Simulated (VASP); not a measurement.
# GaN (F-43m) in VASP: single point with HSE06

Aim: the single point of GaN with HSE06.

Everything below comes from runs of VASP 6.6.1. Logs are shortened: lines on timing, memory, paths and dates and some standing lists are left out, and cuts for length are marked.

**Measured values to compare with.**

From a printed reference work, textbook, for a bulk crystal of GaN at 0 K: band gap 3.299 eV (direct).

The runs below are set against these values where they give the same quantity.

## Step 1: The structure

Symmetry: F-43m, No. 216, cubic system. Conventional cell: a = 4.494 Å, b = 4.494 Å, c = 4.494 Å, α = 90.00°, β = 90.00°, γ = 90.00°. Ga (site symmetry -43m) is surrounded by 4 N at 1.95 Å. Around N (site symmetry -43m) lie 4 Ga at 1.95 Å.

The cell is a database's computed one.

## Step 2: Single point, HSE06

File POSCAR:

```
GaN
1.0
    0.0000000000      2.2472400000      2.2472400000
    2.2472400000      0.0000000000      2.2472400000
    2.2472400000      2.2472400000      0.0000000000
Ga N
1 1
Direct
    0.0000000000      0.0000000000      0.0000000000
    0.2500000000      0.2500000000      0.2500000000
```

File INCAR.step1:

```
PREC = Accurate ; ENCUT = 520
EDIFF = 1E-5 ; ISMEAR = 0
SIGMA = 0.02 ; LREAL = False
LASPH = True ; NELM = 60
ALGO = Normal ; ISIF = 2
LWAVE = True ; LCHARG = False
GGA = PE
```

File INCAR.step2:

```
PREC = Accurate ; ENCUT = 520
EDIFF = 1E-6 ; ISMEAR = 0
SIGMA = 0.02 ; LREAL = False
LASPH = True ; NELM = 60
ALGO = Normal ; ISIF = 2
LWAVE = False ; LCHARG = False
GGA = PE ; LHFCALC = True
HFSCREEN = 0.2 ; PRECFOCK = Fast
ISTART = 1
```

File KPOINTS:

```
regular mesh
0
Gamma
  6 6 6
```

Potentials or basis: VASP PAW PBE potentials, release 64 (Ga_d, N).

On the command line:

```console
$ cat potpaw_PBE.64/Ga_d/POTCAR potpaw_PBE.64/N/POTCAR > POTCAR
$ cp INCAR.step1 INCAR
$ mpirun -np 1 vasp_std > vasp.out
$ cp INCAR.step2 INCAR
$ mpirun -np 1 vasp_std > vasp.out
```

OUTCAR:

```text
PREC = Accurate
   ENCUT = 520
   EDIFF = 1E-6
   ISMEAR = 0
   LREAL = False
   LASPH = True
   NELM = 60
   ISIF = 2
   GGA = PE
   LHFCALC = True
   HFSCREEN = 0.2
   PRECFOCK = Fast
   ISTART = 1

 ion  position               nearest neighbor table
   1  0.000  0.000  0.000-   2 1.95   2 1.95   2 1.95   2 1.95
   2  0.250  0.250  0.250-   1 1.95   1 1.95   1 1.95   1 1.95

  LATTYP: Found a face centered cubic cell.
 ALAT       =     4.4944800000

  Lattice vectors:

 A1 = (   0.0000000000,   2.2472400000,   2.2472400000)
 A2 = (   2.2472400000,   0.0000000000,   2.2472400000)
 A3 = (   2.2472400000,   2.2472400000,   0.0000000000)

Analysis of symmetry for initial positions (statically):
=====================================================================
 Subroutine PRICEL returns:
 Original cell was already a primitive cell.

 Routine SETGRP: Setting up the symmetry group for a
 face centered cubic supercell.

 Subroutine GETGRP returns: Found 24 space group operations
 (whereof 24 operations were pure point group operations)
 out of a pool of 48 trial point group operations.

The static configuration has the point symmetry T_d .

Analysis of symmetry for dynamics (positions and initial velocities):
=====================================================================
 Subroutine PRICEL returns:
 Original cell was already a primitive cell.

 Routine SETGRP: Setting up the symmetry group for a
 face centered cubic supercell.

 Subroutine GETGRP returns: Found 24 space group operations
 (whereof 24 operations were pure point group operations)
 out of a pool of 48 trial point group operations.

The dynamic configuration has the point symmetry T_d .

 Subroutine INISYM returns: Found 24 space group operations
 (whereof 24 operations are pure point group operations),
 and found     1 'primitive' translations

----------------------------------------------------------------------------------------

                                     Primitive cell

  volume of cell :      22.6975

  direct lattice vectors                    reciprocal lattice vectors
     0.000000000  2.247240000  2.247240000    -0.222495150  0.222495150  0.222495150
     2.247240000  0.000000000  2.247240000     0.222495150 -0.222495150  0.222495150
     2.247240000  2.247240000  0.000000000     0.222495150  0.222495150 -0.222495150

  length of vectors
     3.178077286  3.178077286  3.178077286     0.385372904  0.385372904  0.385372904

  position of ions in fractional coordinates (direct lattice)
     0.000000000  0.000000000  0.000000000
     0.250000000  0.250000000  0.250000000

  ion indices of the primitive-cell ions
   primitive index   ion index
                 1           1
                 2           2

----------------------------------------------------------------------------------------

 KPOINTS: regular mesh

Automatic generation of k-mesh.
 Grid dimensions read from file:
 generate k-points for:    6    6    6

 Generating k-lattice:

  Cartesian coordinates                     Fractional coordinates (reciprocal lattice)
    -0.037082525  0.037082525  0.037082525     0.166666667  0.000000000  0.000000000
     0.037082525 -0.037082525  0.037082525     0.000000000  0.166666667  0.000000000
     0.037082525  0.037082525 -0.037082525     0.000000000  0.000000000  0.166666667

  Length of vectors
     0.064228817  0.064228817  0.064228817

  Shift w.r.t. Gamma in fractional coordinates (k-lattice)
     0.000000000  0.000000000  0.000000000

 Subroutine IBZKPT returns following result:
 ===========================================

 Found     16 irreducible k-points:

 Following reciprocal coordinates:
            Coordinates               Weight
  0.000000  0.000000  0.000000      1.000000
  0.166667  0.000000  0.000000      8.000000
  0.333333  0.000000  0.000000      8.000000
  0.500000  0.000000  0.000000      4.000000
  0.166667  0.166667  0.000000      6.000000
  0.333333  0.166667  0.000000     24.000000
[... 8 lines left out ...]
 -0.333333  0.333333  0.166667     24.000000
 -0.333333  0.500000  0.166667     12.000000
   k-points           NKPTS =     16   k-points in BZ     NKDIM =    216   number of bands    NBANDS=     13
   number of dos      NEDOS =    301   number of ions     NIONS =      2
   total plane-waves  NPLWV =  13824
   dimension x,y,z NGX =    24 NGY =   24 NGZ =   24
   dimension x,y,z NGXF=    48 NGYF=   48 NGZF=   48
   ions per type =               1   1
   NGX,Y,Z   is equivalent  to a cutoff of  12.55, 12.55, 12.55 a.u.
   NGXF,Y,Z  is equivalent  to a cutoff of  25.11, 25.11, 25.11 a.u.
 SYSTEM =  unknown system
   PREC   = accura    normal or accurate (medium, high low for compatibility)
   ISTART =      1    job   : 0-new  1-cont  2-samecut
   ICHARG =      0    charge: 1-file 2-atom 10-const
   ISPIN  =      1    spin polarized calculation?
   LNONCOLLINEAR =      F non collinear calculations
   LSORBIT =      F    spin-orbit coupling
   LASPH  =      T    aspherical Exc in radial PAW
   ENCUT  =  520.0 eV  38.22 Ry    6.18 a.u.   5.91  5.91  5.91*2*pi/ulx,y,z
   NELM   =     60;   NELMIN=  2; NELMDL=  0     # of ELM steps
   EDIFF  = 0.1E-05   stopping-criterion for ELM
   LREAL  =      F    real-space projection
   EDIFFG = 0.1E-04   stopping-criterion for IOM
   NSW    =      0    number of steps for IOM
   IBRION =     -1    ionic relax: 0-MD 1-quasi-New 2-CG
   NFREE  =      0    steps in history (QN), initial steepest desc. (CG)
   ISIF   =      2    stress and relaxation
   ISYM   =      3    0-nonsym 1-usesym 2-fastsym
   POTIM  = 0.5000    time-step for ionic-motion
   TEBEG  =    0.0;   TEEND  =   0.0 temperature during run
   PSTRESS=    0.0 pullay stress
   NELECT =      18.0000    total number of electrons
   NUPDOWN=      -1.0000    fix difference up-down
   EMIN   =  10.00;   EMAX   =-10.00  energy-range for DOS
   EFERMI =   0.00;   METHOD = LEGACY
   ISMEAR =     0;   SIGMA  =   0.02  broadening in eV -4-tet -1-fermi 0-gaus
   EFERMI_NEDOS =   21; number of points for ismear=-14 and -15
   IALGO  =     38    algorithm
   IMIX   =      1    mixing-type and parameters
     AMIX     =   0.40;   BMIX     =  1.00
     AMIX_MAG =   1.60;   BMIX_MAG =  1.00
  volume/ion in A,a.u.               =      11.35        76.59
  Fermi-wavevector in a.u.,A,eV,Ry     =   1.515326  2.863552 31.241893  2.296214
  Thomas-Fermi vector in A             =   2.624865
   LORBIT       =      0    0 simple, 1 ext, 2 COOP (PROOUT), +10 PAW based schemes
   GGA     = PE    functional components
   LHFCALC =     T    Hartree Fock is set to
   PRECFOCK=fast      Normal, Fast or Accurate (Low or Medium for compatibility)
   ENCUT4O =  -1.0   cutoff for four orbital integrals eV
   NKREDX  =     1    reduce k-point grid by
   NKREDY  =     1    reduce k-point grid by
   NKREDZ  =     1    reduce k-point grid by
   AEXX    =    0.2500 exact exchange contribution
   HFSCREEN=    0.2000 screening length (either q_TF or 0.3 A-1)
   HFSCREENC=   0.2000 screening length for correlation (either q_TF or 0.3 A-1)
   ENCUTFOCK=  -1.0 apply spherical cutoff to Coloumb kernel
   IVDW    =     0    specifies the selected vdW correction
   LEPSILON=     F    determine dielectric tensor
   LRPA    =     F    only Hartree local field effects (RPA)
 non-spin polarized calculation
 Gauss-broadening in eV      SIGMA  =   0.02
  energy-cutoff  :      520.00
  volume of cell :       22.70
 maximum number of plane-waves:       624
  NGX = 14; NGY = 14; NGZ = 14

 number of electron      18.0000010 magnetization

 Free energy of the ion-electron system (eV)
  ---------------------------------------------------
  ext. energy  EPLUGINS =         0.00000000
  ---------------------------------------------------
  free energy    TOTEN  =       -14.77138738 eV

  energy without entropy =      -14.77138738  energy(sigma->0) =      -14.77138738

 E-fermi :   4.6236     XC(G=0):  -9.5838

 val. band max:        4.5351369054   @ k =   0.0000   0.0000   0.0000
 cond. band min:       7.5943687066   @ k =   0.0000   0.0000   0.0000
 fundamental gap:      3.0592318013
 Fermi energy:         4.6236421634

 k-point     1 :       0.0000    0.0000    0.0000
  band No.  band energies     occupation
      1     -12.9816      2.00000
      2     -11.0426      2.00000
      3     -11.0426      2.00000
      4     -11.0426      2.00000
      5     -10.7184      2.00000
      6     -10.7184      2.00000
      7       4.5351      2.00000
      8       4.5351      2.00000
      9       4.5351      2.00000
     10       7.5944      0.00000
     11      16.5318      0.00000
     12      16.5318      0.00000
     13      16.5318      0.00000

 k-point     2 :       0.1667    0.0000    0.0000
  band No.  band energies     occupation
      1     -12.7268      2.00000
      2     -11.0097      2.00000
      3     -11.0096      2.00000
      4     -10.8508      2.00000
      5     -10.7201      2.00000
      6     -10.7201      2.00000
      7       2.1413      2.00000
      8       4.2404      2.00000
      9       4.2404      2.00000
     10       9.2506      0.00000
     11      15.4843      0.00000
     12      16.9273      0.00000
     13      16.9273      0.00000

 k-point     3 :       0.3333    0.0000    0.0000
  band No.  band energies     occupation
      1     -12.4044      2.00000
      2     -10.9640      2.00000
      3     -10.9640      2.00000
      4     -10.7012      2.00000
      5     -10.7012      2.00000
      6      -9.9619      2.00000
      7      -1.2653      2.00000
      8       3.7175      2.00000
      9       3.7175      2.00000
     10      10.5203      0.00000
     11      14.9086      0.00000
     12      16.8400      0.00000
     13      16.8400      0.00000
[... 177 lines left out ...]
 k-point    15 :      -0.3333    0.3333    0.1667
  band No.  band energies     occupation
      1     -12.2474      2.00000
      2     -10.9184      2.00000
      3     -10.8546      2.00000
      4     -10.7493      2.00000
      5     -10.6990      2.00000
      6      -8.4971      2.00000
      7      -1.9369      2.00000
      8       0.5135      2.00000
      9       1.9680      2.00000
     10      12.4286      0.00000
     11      13.8624      0.00000
     12      16.2830      0.00000
     13      18.3637      0.00000

 k-point    16 :      -0.3333    0.5000    0.1667
  band No.  band energies     occupation
      1     -12.2331      2.00000
      2     -10.8939      2.00000
      3     -10.8475      2.00000
      4     -10.7401      2.00000
      5     -10.6824      2.00000
      6      -8.3190      2.00000
      7      -1.7106      2.00000
      8       0.7848      2.00000
      9       0.8501      2.00000
     10      11.0981      0.00000
     11      14.2816      0.00000
     12      17.6026      0.00000
     13      17.7577      0.00000

------------------------ aborting loop because EDIFF is reached ----------------------------------------

  FORCE on cell =-STRESS in cart. coord.  units (eV):
  Direction    XX          YY          ZZ          XY          YZ          ZX
  --------------------------------------------------------------------------------------
  -------------------------------------------------------------------------------------
  Total        0.0475871      0.0475871      0.0475871      0.0000000      0.0000000      0.0000000
  in kB        3.3590863      3.3590863      3.3590863      0.0000000      0.0000000      0.0000000
  external PRESSURE =       3.3590863 kB  Pullay stress =       0.0000000 kB

 VOLUME and BASIS-vectors are now :
 -----------------------------------------------------------------------------
  energy-cutoff  :      520.00
  volume of cell :       22.70
      direct lattice vectors                 reciprocal lattice vectors
     0.000000000  2.247240000  2.247240000    -0.222495150  0.222495150  0.222495150
     2.247240000  0.000000000  2.247240000     0.222495150 -0.222495150  0.222495150
     2.247240000  2.247240000  0.000000000     0.222495150  0.222495150 -0.222495150

 POSITION                                       TOTAL-FORCE (eV/Angst)
 -----------------------------------------------------------------------------------
      0.00000      0.00000      0.00000         0.000000      0.000000      0.000000
      1.12362      1.12362      1.12362        -0.000000     -0.000000     -0.000000
 -----------------------------------------------------------------------------------
    total drift:                                0.000011     -0.000010      0.000002

  FREE ENERGIE OF THE ION-ELECTRON SYSTEM (eV)
  ---------------------------------------------------
  free  energy   TOTEN  =       -14.7713873813 eV

  energy  without entropy=      -14.7713873813  energy(sigma->0) =      -14.77138738
```

Run time: 3.8 min. Hardware: 1 thread of Intel Xeon 6975P-C (Granite Rapids), shared host; peak memory 0.25 GiB.

Results:

```
Free energy            : -14.7714 eV
Pressure               : 0.3 GPa
Band gap on the k mesh : 3.06 eV, direct
```

Levels at points of the mesh, in eV from the valence-band top:
```
           k point  band 5  band 6  band 7  band 8  band 9  band 10  band 11  band 12  band 13
(0.00, 0.00, 0.00)  -15.25  -15.25    0.00    0.00    0.00     3.06    12.00    12.00    12.00
(0.50, 0.00, 0.00)  -15.21  -13.61   -7.60   -1.05   -1.05     6.17    10.49    11.98    11.98
(0.50, 0.50, 0.00)  -15.18  -13.06   -6.61   -2.94   -2.94     4.48     8.23    13.67    16.15
```

Caveat: the PAW data sets were made with another functional, which shifts forces and pressure a little.

## Step 3: How close it comes

Step 2. Against the measured gap of GaN, 3.299 eV (direct; 0 K; a printed reference work, textbook), the calculated 3.06 eV is off by -0.24 eV. Spin-orbit coupling on Ga is left out. The value is that of HSE06, without temperature or zero-point motion. The cell is a database's relaxed one, not the measured one, which moves gaps too.
